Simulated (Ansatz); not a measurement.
# RbBr: relaxation by PAW and LAPW

Where does RbBr settle (cell and atoms relaxed from the given volume), by PAW and LAPW? Both runs start alike, so that frozen cores can be judged against all electrons.

Method: DFT PBE, scalar-relativistic, in Ansatz 0.2.0.

### Step 1. The starting structure

The structure is cubic, space group Fm-3m (No. 225). Conventional cell: a = 6.912 Å, b = 6.912 Å, c = 6.912 Å, α = 90.00°, β = 90.00°, γ = 90.00°. Rb (site symmetry m-3m) is surrounded by 6 Br at 3.46 Å. Br (site symmetry m-3m) has 6 Rb at 3.46 Å as nearest neighbours.

Coordinates:

```xyz
2
Lattice="0.0000 3.4560 3.4560 3.4560 0.0000 3.4560 3.4560 3.4560 0.0000" Properties=species:S:1:pos:R:3 pbc="T T T"
Rb    0.0000    0.0000    0.0000
Br    3.4560    3.4560    3.4560
```

Structure from a Materials Project entry, not relaxed further.

Atoms are numbered in the order of the input: Rb1, Br2.

### Step 2. PAW with frozen cores

Input file input.yaml:

```yaml
crystal:
  lattice:
    - [0.0, 3.4559503595, 3.4559503595]
    - [3.4559503595, 0.0, 3.4559503595]
    - [3.4559503595, 3.4559503595, 0.0]
  atoms:
    - { symbol: Rb, position: [0.0, 0.0, 0.0] }
    - { symbol: Br, position: [0.5, 0.5, 0.5] }
kpoints:
  mp_grid: { grid: [6, 6, 6] }
scf:
  occupations: { method: fermi_dirac, width: 0.02 }
hamiltonian:
  xc: pbe
  pseudopotentials: { kind: paw }
output:
  forces: true
  stress: true
  efg: { contact_densities: true }
relax:
  f_tol: 0.005
  max_steps: 80
  cell: {}
```

On the command line:

```
ansatz run input.yaml --threads 1 --pin off --max-ram 2048MiB --backend cpu --events-out ev --progress --plain --runs-dir out
```

### Step 3. All-electron LAPW

input.yaml, as its differences from that of step 2:

```diff
@@ -14,3 +14,3 @@
   xc: pbe
-  pseudopotentials: { kind: paw }
+  pseudopotentials: { kind: all_electron, lapw: { basis_error: 0.001 } }
 output:
@@ -18,3 +18,2 @@
   stress: true
-  efg: { contact_densities: true }
 relax:
```

Before running it: what results should come out? Wanted: PAW: cell; PAW: volume; PAW: energy gained; PAW: accepted moves; PAW: space group; LAPW: cell; LAPW: volume; LAPW: energy gained; LAPW: accepted moves.

As calculated:

```
            quantity                                                                      value
           PAW: cell  a = 4.959 Å, b = 4.959 Å, c = 4.959 Å, α = 60.00°, β = 60.00°, γ = 60.00°
         PAW: volume                                                             43.112 Å³/atom
  PAW: energy gained                                                               3.4 meV/atom
 PAW: accepted moves                                                                          2
    PAW: space group                                                              Fm-3m → Fm-3m
          LAPW: cell  a = 4.958 Å, b = 4.958 Å, c = 4.958 Å, α = 60.00°, β = 60.00°, γ = 60.00°
        LAPW: volume                                                             43.102 Å³/atom
 LAPW: energy gained                                                               3.5 meV/atom
LAPW: accepted moves                                                                          2
   LAPW: space group                                                              Fm-3m → Fm-3m
```

By PAW the volume changes by +4.4 % in 2 moves, and the energy falls by 3.4 meV/atom. PAW's final volume lies +0.02 % from LAPW's, and its energy gain differs from LAPW's by less than 0.1 meV/atom.
